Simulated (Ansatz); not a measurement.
A 2-atom cell of YN (Fm-3m) from a materials database (r2SCAN geometry), in Ansatz:

```xyz
2
Lattice="0.0000 2.4480 2.4480 2.4480 0.0000 2.4480 2.4480 2.4480 0.0000" Properties=species:S:1:pos:R:3 pbc="T T T"
Y     0.0000    0.0000    0.0000
N     2.4480    2.4480    2.4480
```

G0W0@PBE with 217 empty bands, a screening cutoff of 220 eV and a 6×6×6 mesh (PAW, contour deformation) gives 0.662 eV over the mesh points, from a PBE gap of 0.184 eV; it sums over 225 bands with 229 plane waves in the screening and a wave cutoff of 420 eV. No extrapolation in bands, cutoff or mesh was made for G0W0. The values are computed, spin-unpolarised, and not measurements.

Question: Estimate the gap with potentials of the kind norm-conserving.

Answer: 0.670 eV (+0.008 eV), from a Kohn-Sham gap of 0.181 eV.

Question: Estimate the gap with starting point PBE0.

Answer: 1.396 eV (+0.734 eV), from a Kohn-Sham gap of 1.757 eV.

The program warns that the k mesh is coarse for exact exchange in some of these runs, so their gaps aren't converged.
